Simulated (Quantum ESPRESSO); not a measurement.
Runs of Quantum ESPRESSO 7.5 on FeO. Symmetry: F-43m, No. 216, cubic system. Conventional cell: a = 4.764 Å, b = 4.764 Å, c = 4.764 Å, α = 90.00°, β = 90.00°, γ = 90.00°. Around Fe (site symmetry -43m) lie 4 O at 2.06 Å. O (site symmetry -43m) has 4 Fe at 2.06 Å as nearest neighbours. The cell comes from a database or a generator and needn't be the stable form of this composition.

| spin | U | fixed moment (μB) | smearing | magnetic state asked for | moments locked | iterations with occupations held | startingwfc | other keys | gap on the mesh (eV) | moment (μB) |
| --- | --- | --- | --- | --- | --- | --- | --- | --- | --- | --- |
| collinear, zero start | Fe d U = 5 eV | 0.0 | gaussian 0.05 eV | nm_spin | total | 5 | - | - | - | 0.00 |
| off | Fe d U = 5 eV | - | gaussian 0.05 eV | nm | none | 12 | - | - | 0.25 | - |
| collinear, ferromagnetic start | Fe d U = 0.001 eV | - | gaussian 0.05 eV | free | none | 8 | - | - | none | 4.07 |
| collinear, ferromagnetic start | Fe d U = 5 eV | - | tetrahedra_opt | free | none | 8 | atomic | smearing = tetrahedra_opt; width = left out; startingwfc = atomic | 0.02 | 4.00 |
| collinear, ferromagnetic start | Fe d U = 5 eV | - | gaussian 0.05 eV | free | none | - | - | - | 0.03 | 4.00 |
| collinear, ferromagnetic start | Fe d U = 5 eV | 4.0 | gaussian 0.05 eV | fm | total | - | - | - | - | 4.00 |
| collinear, ferromagnetic start | Fe d U = 1 eV | - | gaussian 0.05 eV | free | none | 5 | - | - | none | 4.07 |
| collinear, ferromagnetic start | Fe d U = 7 eV | - | gaussian 0.05 eV | free | none | - | - | - | (a) | 4.00 |

Alike in all rows: task single point; level LDA+U; potentials or basis GBRV 1.5 LDA; cell as given; k mesh 3 × 3 × 3; cutoff (eV) 612; the mesh is coarse, so values aren't converged.

Fill in the values left out.

(a) 0.23.

Caveats: all runs use coarse meshes; a cell with one magnetic atom can't hold antiferromagnetic order, which such compounds often take (some runs); the total moment is fixed, so each spin has its own Fermi level (some runs); an odd mesh through Γ misses points on the zone boundary, where band edges often lie (some runs).

A gap of «none» marks a metal or a gap under the smearing width.
